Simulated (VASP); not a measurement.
Here is a VASP 6.6.1 calculation.

File INCAR:

```
  PREC = Accurate
  ENCUT = 520
  EDIFF = 1E-6
  ISMEAR = 0
  SIGMA = 0.05
  LREAL = False
  LASPH = True
  NELM = 100
  ALGO = Normal
  ISIF = 2
  LWAVE = False
  LCHARG = False
  NBANDS = 14
```

KPOINTS

```
Automatic mesh
0
Gamma
  6 6 6
```

File POSCAR:

```
HfSi
1.0
    0.0000000000      2.9417018004      2.9417018004
    2.9417018004      0.0000000000      2.9417018004
    2.9417018004      2.9417018004      0.0000000000
Hf Si
1 1
Direct
    0.0000000000      0.0000000000      0.0000000000
    0.2500000000      0.2500000000      0.2500000000
```

Potentials or basis: VASP PAW LDA potentials, release 64 (Hf_pv, Si).

Command:

```console
$ cat potpaw_LDA.64/Hf_pv/POTCAR potpaw_LDA.64/Si/POTCAR > POTCAR
$ mpirun -np 1 vasp_std > vasp.out
```

Question: Predict the band gap on the k mesh.

Answer: None (metal or under the smearing width).

Question: Estimate the pressure.

Answer: 1.6 GPa.

The run has no spin-orbit coupling, so splittings on Hf are missing.
